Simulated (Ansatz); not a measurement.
# BeS: levels along high-symmetry lines

```yaml
crystal:
  lattice:
    - [0.00000, 2.43765, 2.43765]
    - [2.43765, 0.00000, 2.43765]
    - [2.43765, 2.43765, 0.00000]
  atoms:
    - { symbol: Be, position: [0.00000, 0.00000, 0.00000] }
    - { symbol: S, position: [0.25000, 0.25000, 0.25000] }
```

Atoms are numbered in the order listed.

The structure comes from a relaxation in the same program, started in the zincblende type, and has space group F-43m. Whether it is a known phase or the ground state wasn't checked.

Method: DFT, PBE, all-electron LAPW, scalar-relativistic in Ansatz 0.2.0.

Numerical set-up: a Γ-centred 12×12×12 k mesh, Fermi–Dirac smearing of 0.05 eV, basis error target 1 meV/atom, no spin polarisation.

Points in fractions of the reciprocal vectors of this cell: Γ (0, 0, 0), X (-0.5, -0.5, 0), U (-0.375, -0.375, 0.25), K (-0.375, 0, 0.375), L (0, 0, 0.5), W (-0.5, -0.25, 0.25). The path joins them by straight lines in the order Γ–X–U–K–Γ–L–W–X; legs that retrace an earlier one aren't tabulated. Energies are in eV from the top of the valence band.

Q: Is there a gap, and where are the band edges?

A: 3.15 eV, indirect from Γ to X (-0.5, -0.5, 0).

Q: List the levels between -20 and 5.5 eV at the symmetry points.

A: 
Γ: -13.59, 0.00 (×3)
X: -11.49, -4.94, -2.59 (×2), 3.15, 4.92
U: -11.50, -4.48, -4.01, -2.15, 4.38
K: -11.50, -4.48, -4.01, -2.15, 4.38
L: -12.02, -5.69, -1.01 (×2), 5.41
W: -11.44, -4.19, -3.78, -3.27
